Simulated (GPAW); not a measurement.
The system is TiSe.

```
Se Ti
1.0
     4.17836    0.00000    0.00000
     0.00000    4.17836    0.00000
     0.00000    0.00000    5.98442
Se Ti
2 2
Cartesian
  0.0000 2.0892 4.5515
  2.0892 0.0000 1.4329
  0.0000 0.0000 0.0000
  2.0892 2.0892 0.0000
```

The cell comes from a database or a generator and needn't be the stable form of this composition.

Base run:

```yaml
Program: GPAW 26.7.0
Functional: PBEsol
Potentials_or_basis: PAW data sets generated in the run's folder for this functional
Cutoff: 600 eV
Basis: pw
k_mesh: 6 × 6 × 4
Occupations: fermi-dirac, width 0.05 eV
Spin: no spin polarisation
```

Its results: pressure -2.9 GPa; largest force 0.257 eV/Å.

Problem. The run is repeated on the same cell with these changes: hubbard terms from none to Ti d U = 1 eV. What comes out?

Solution. Pressure -2.4 GPa; largest force 0.163 eV/Å.

Caveats: this functional lacks dispersion, which binds the layers, so the pressure and a relaxed spacing across them are unreliable; U without spin polarisation on a metal has little footing (some runs).

Not every run made on this cell is shown here.
